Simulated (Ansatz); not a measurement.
HgTe:

```
CELL_PARAMETERS angstrom
2.99252 -3.46693 0.00000
2.99252 3.46693 0.00000
0.00000 0.00000 5.79816
ATOMIC_POSITIONS crystal
Hg 0.65695 0.34305 0.25000
Hg 0.34305 0.65695 0.75000
Te 0.21519 0.78481 0.25000
Te 0.78481 0.21519 0.75000
```

Measurements of this composition are mostly on another form, of space group No. 216.

| Property | Result |
| --- | --- |
| Program | Ansatz 0.2.0 |
| Task | relaxation of cell and atoms |
| Functional | PBEsol |
| Dispersion | D3(BJ) |
| Potentials or basis | Ansatz PAW |
| Cutoff | 420 eV (not typed: the program's choice for these potentials) |
| k mesh | 6 × 6 × 5 |
| Occupations | fermi-dirac, width 0.05 eV |
| Spin | no spin polarisation |

At the start: volume 30.08 Å³/atom.

Question: Where does the relaxation end?

Answer: It ends after 12 steps and the volume is 25.87 Å³/atom (-14.0 %); space group I4/mmm (No. 139, to 0.05 Å).

Step by step:
```tsv
step	energy change (eV)	largest force (eV/Å)	volume (Å³)
1	0.0000	0.2087	120.31
2	-0.2696	0.2046	104.82
3	-0.3019	0.0370	104.63
4	-0.3091	0.0236	103.43
5	-0.3155	0.0600	103.12
6	-0.3396	0.0790	103.39
7	-0.3774	0.5185	101.59
8	-0.4655	0.1461	105.18
9	-0.4994	0.0173	103.18
10	-0.5004	0.0038	103.49
11	-0.5004	0.0008	103.48
12	-0.4981	0.0008	103.48
```

Final structure:
```yaml
crystal:
  lattice:
    - [2.93746, -2.93783, 0.00000]
    - [2.93746, 2.93783, 0.00000]
    - [0.00000, 0.00000, 5.99549]
  atoms:
    - { symbol: Hg, position: [0.74976, 0.25024, 0.25000] }
    - { symbol: Hg, position: [0.25024, 0.74976, 0.75000] }
    - { symbol: Te, position: [0.24981, 0.75019, 0.25000] }
    - { symbol: Te, position: [0.75019, 0.24981, 0.75000] }
```

Caveat: the plane-wave basis is chosen anew once the cell has moved, so the energies of steps on either side of that aren't comparable; the PAW data sets come from PBE, with cores solved anew for the run's functional, which leaves a small shift of forces and pressure.
